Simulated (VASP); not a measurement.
Input of a VASP 6.6.1 run:

File INCAR:

```
  PREC = Accurate
  ENCUT = 520
  EDIFF = 1E-6
  ISMEAR = 0
  SIGMA = 0.15
  LREAL = F
  LASPH = T
  NELM = 100
  ALGO = Fast
  ISIF = 2
  LWAVE = F
  LCHARG = F
  GGA = PE
  IVDW = 12
  NBANDS = 19
```

KPOINTS

```
regular mesh
0
Gamma
  15 15 8
```

File POSCAR:

```
Hg
1.0
    3.4081000000      0.0000000000      0.0000000000
   -1.7040500000      2.9515011786      0.0000000000
    0.0000000000      0.0000000000      4.9690000000
Hg
2
Direct
    0.6666666667      0.3333333333      0.7500000000
    0.3333333333      0.6666666667      0.2500000000
```

Potentials or basis: VASP PAW PBE potentials, release 64 (Hg).

Command:

```bash
$ cat potpaw_PBE.64/Hg/POTCAR > POTCAR
$ mpirun -np 1 vasp_std > vasp.out
```

(1) Predict the pressure.

(2) Predict the dispersion energy per atom.

(3) Predict the band gap on the k mesh.

Results:

(1) 0.7 GPa.

(2) -0.419 eV.

(3) none (metal or under the smearing width).

Caveat: pairwise dispersion overbinds metals, which lowers pressure and volume.
